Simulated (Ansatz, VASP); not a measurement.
**Two plane-wave programs on WC**

```xyz
2
Lattice="2.9019 0.0000 0.0000 -1.4510 2.5131 0.0000 0.0000 0.0000 2.8327" Properties=species:S:1:pos:R:3 pbc="T T T"
W     0.0000    0.0000    0.0000
C     1.4510    0.8377    1.4163
```

Alike in both runs: functional PBE; dispersion D3(BJ); k mesh 18 × 18 × 14; occupations gaussian, width 0.1 eV; no spin polarisation.

Ansatz relaxed the structure, and its values are those at the end. VASP's run is a single point on that final structure, the one shown.

|  | VASP | Ansatz |
| --- | --- | --- |
| version | VASP 6.6.1 | Ansatz 0.2.0 |
| potentials or method | VASP PAW PBE potentials, release 64 (W_sv, C) | scalar-relativistic, plane waves, PAW |
| plane-wave cutoff (eV) | 520 | 420 |
| valence electrons in the cell | 18 | 18 |

|  | VASP | Ansatz | Ansatz less VASP |
| --- | --- | --- | --- |
| gap on the k mesh at the Fermi level (eV) | none | none | - |
| pressure (GPa) | 1.2 | 0.0 | -1.15 |

A gap of «none» marks a metal or a gap that the smearing closes.

Caveats: pairwise dispersion overbinds metals, which lowers pressure and volume. Spin-orbit coupling is left out, which matters for the levels of W.
